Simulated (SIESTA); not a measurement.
Runs of SIESTA 5.4.2 on HfO2. Symmetry: P2_1/c, No. 14, monoclinic system. The conventional cell has a = 5.118 Å, b = 5.186 Å, c = 5.284 Å, α = 90.00°, β = 99.35°, γ = 90.00°. Around Hf (site symmetry 1) lie 7 O at 2.03 to 2.25 Å. O (site symmetry 1) has 3 Hf at 2.03 to 2.12 Å as nearest neighbours. O (site symmetry 1) has 4 Hf at 2.14 to 2.25 Å as nearest neighbours. 

| task | level | potentials or basis | cell | k mesh | gap on the mesh (eV) | pressure (GPa) | V0 of scaled cells (Å³/atom) | B0 (GPa) | largest force (eV/Å) |
| --- | --- | --- | --- | --- | --- | --- | --- | --- | --- |
| single point | PBE | PseudoDojo 0.4 standard (PBE files), DZP (energy shift 0.003 Ry; two zetas on semicore shells) | atoms moved at random, drawn with an rms of 0.05 Å | 5 × 5 × 5 | 3.74 | 8.9 | - | - | 1.80 |
| equation of state | PBE | PseudoDojo 0.4 standard (PBE files), DZP (energy shift 0.003 Ry; two zetas on semicore shells) | as given | 5 × 5 × 5 | - | - | 11.95 | 228 | - |
| equation of state | LDA | PseudoDojo 0.4 standard (LDA files), DZP (energy shift 0.003 Ry; two zetas on semicore shells) | as given | 4 × 4 × 4 | - | - | (b) | 264 | - |
| single point | PBE | PseudoDojo 0.4 standard (PBE files), DZP (energy shift 0.003 Ry; two zetas on semicore shells) | as given | 5 × 5 × 5 | 4.00 | 8.7 | - | - | (a) |
| band structure | LDA | PseudoDojo 0.4 standard (LDA files), DZP (energy shift 0.003 Ry; two zetas on semicore shells) | as given | 5 × 5 × 5 | 3.84 | -6.3 | - | - | (c) |

Alike in all rows: no spin polarisation; smearing fermi-dirac 0.05 eV; grid cutoff 800 Ry; energy shift 0.003 Ry.

Question: Fill in the values left out.

Answer: (a) 0.52; (b) 11.24; (c) 0.44.

Caveats: short orbitals over semicore shells can move pressures by several GPa; the basis of atomic orbitals isn't converged, which shifts pressures, moduli and gaps; spin-orbit coupling is left out, which moves the levels of the heavy elements (some runs); an odd mesh through Γ misses points on the zone boundary, where band edges often lie (some runs); the cell was scaled at fixed shape and fractional positions, which overstates the stiffness of a crystal with free parameters, most of all of layers and chains (some runs).

A k mesh can miss the band edges, and the runs leave out spin-orbit coupling on Hf.
